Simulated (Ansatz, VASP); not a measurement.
# One calculation of CdSe, two programs

INCAR

```
SYSTEM = CdSe
  PREC = Accurate
  ENCUT = 520
  EDIFF = 1E-6
  ISMEAR = 0
  SIGMA = 0.05
  LREAL = .False.
  LASPH = .True.
  NELM = 100
  ALGO = Normal
  ISIF = 2
  LWAVE = .False.
  LCHARG = .True.
  GGA = PE
  LELF = .True.
  LVHAR = .True.
  NBANDS = 16
```

Contents of KPOINTS:

```
regular mesh
0
Gamma
  10 10 10
  0 0 0
```

The input POSCAR:

```
CdSe
1.0
    0.0000000000      3.0571914116      3.0571914116
    3.0571914116      0.0000000000      3.0571914116
    3.1407546436      3.1407546436     -0.0835632319
Cd Se
1 1
Direct
    0.0000000000      0.0000000000      0.0000000000
    0.7500000000      0.7500000000      0.7500000000
```

Input for Ansatz:

```yaml
crystal:
  lattice:
    - [0.0, 3.0571914116, 3.0571914116]
    - [3.0571914116, 0.0, 3.0571914116]
    - [3.1407546436, 3.1407546436, -0.0835632319]
  atoms:
    - { symbol: Cd, position: [0.0, 0.0, 0.0] }
    - { symbol: Se, position: [0.75, 0.75, 0.75] }
basis:
  ecutwfc: 420
kpoints:
  mp_grid: { grid: [10, 10, 10] }
hamiltonian:
  xc: pbe
scf:
  occupations: { method: gaussian, width: 0.05 }
output:
  forces: true
  stress: true
  eigenvalues: true
  write_density: true
  write_potential: true
  elf: true
  volumetric_format: npy
```

Alike in both runs: task single point; functional PBE; k mesh 10 × 10 × 10; occupations gaussian, width 0.05 eV; no spin polarisation.

|  | VASP | Ansatz |
| --- | --- | --- |
| version | VASP 6.6.1 | Ansatz 0.2.0 |
| potentials or method | VASP PAW PBE potentials, release 64 (Cd, Se) | scalar-relativistic, plane waves, PAW |
| plane-wave cutoff (eV) | 520 | 420 |
| valence electrons in the cell | 18 | 36 |

|  | VASP | Ansatz | Ansatz less VASP |
| --- | --- | --- | --- |
| gap on the k mesh at the Fermi level (eV) | 0.47 | 0.47 | +0.002 |
| least direct gap on the mesh (eV) | 0.47 | 0.47 | +0.002 |
| pressure (GPa) | 0.4 | 0.1 | -0.25 |
| largest component of the traceless stress (GPa) | 0.97 | 0.94 | -0.023 |
| rms of the force components (eV/Å) | 0.117 | 0.112 | -0.0057 |

Atom by atom the forces differ by 0.006 eV/Å (rms over components). The two sets of potentials don't hold the same shells in valence.
